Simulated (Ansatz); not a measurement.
ZnSe (Stilleite) under changes of volume

One of the cells (22.757 Å³/atom); the others are scaled copies at fixed shape and fractional positions:

```
CELL_PARAMETERS angstrom
0.00000 2.83380 2.83380
2.83380 0.00000 2.83380
2.83380 2.83380 0.00000
ATOMIC_POSITIONS crystal
Se 0.75000 0.75000 0.75000
Zn 0.00000 0.00000 0.00000
```

| Property | Result |
| --- | --- |
| Program | Ansatz 0.2.0 |
| Functional | revPBE0 |
| Potentials or basis | Ansatz PAW |
| Cutoff | 420 eV (not typed: the program's choice for these potentials) |
| k mesh | 4 × 4 × 4 |
| Occupations | fermi-dirac, width 0.05 eV |
| Spin | no spin polarisation |

| volume (Å³/atom) | energy over the lowest point (meV/atom) | pressure (GPa) | gap on the mesh (eV) |
| --- | --- | --- | --- |
| 21.391 | 48.64 | 7.5 | 3.50 |
| 21.846 | 29.96 | 5.7 | 3.40 |
| 22.301 | 16.29 | 4.0 | 3.31 |
| 22.757 | ? | ? | ? |
| 23.212 | 1.64 | 1.2 | 3.12 |
| 23.667 | 0.00 | 0.0 | 3.03 |
| 24.122 | 1.42 | -1.1 | 2.95 |

Problem. What does the run at 22.757 Å³/atom give?

Solution. Energy over the lowest point 6.94 meV/atom; pressure 2.5 GPa; gap on the mesh 3.21 eV.

Worked out: A Birch-Murnaghan fit of order 3 (a polynomial in V^(-2/3)) to the other rows has its minimum at 23.68 Å³/atom with B0 = V·E''(V) = 58 GPa and B' = 4.6. It gives 6.97 meV/atom at 22.757 Å³/atom, against the run's 6.94, and -dE/dV = 2.5 GPa, against 2.5. A straight line through the other rows of the gap, of slope -4.6 eV per unit of ln V (its deformation potential), gives 3.21 eV, against the run's 3.21.

Energies are extrapolated to zero smearing.

Caveats: all runs use coarse meshes; the PAW data sets come from PBE, with cores solved anew for the run's functional, which leaves a small shift of forces and pressure; the thresholds are loose for stress.

Spin-orbit coupling on Se is left out.
